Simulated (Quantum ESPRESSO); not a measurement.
Runs of Quantum ESPRESSO 7.5 on ZrC. Symmetry: Fm-3m, No. 225, cubic system. The conventional cell has a = 4.730 Å, b = 4.730 Å, c = 4.730 Å, α = 90.00°, β = 90.00°, γ = 90.00°. Zr (site symmetry m-3m) has 6 C at 2.37 Å as nearest neighbours. C (site symmetry m-3m) has 6 Zr at 2.37 Å as nearest neighbours. 

```tsv
task	level	potentials or basis	spin	U	cutoff (eV)	mixing beta	hubbard projectors	gap on the mesh (eV)	pressure (GPa)
band structure	AM05	PseudoDojo 0.4 FR PBE standard	SOC, no magnetisation	-	1116	0.5	-	none	-8.7
single point	PBEsol+U	GBRV 1.5 PBEsol	off	Zr d U = 1 eV	612	0.3	ortho-atomic	none	-7.2
single point	PBEsol	GBRV 1.5 PBEsol	off	-	612	0.5	ortho-atomic	none	(b)
single point	PBEsol+U	GBRV 1.5 PBEsol	off	Zr d U = 3 eV	612	0.3	ortho-atomic	none	(a)
single point	PBEsol+U	GBRV 1.5 PBEsol	off	Zr d U = 5 eV	612	0.3	ortho-atomic	none	-0.6
```

Alike in all rows: cell as given; k mesh 10 × 10 × 10; smearing fermi-dirac 0.05 eV.

Q: Estimate the missing entries.

A: (a) -4.1; (b) -8.6.

Caveats: U without spin polarisation on a metal has little footing (some runs); the U is typed as a test and isn't derived for this compound (some runs); the potentials were made for another functional, which shifts forces and pressure (some runs).

A k mesh can miss the band edges, and rows without SOC leave out spin-orbit coupling on Zr.

A gap of «none» marks a metal or a gap under the smearing width.
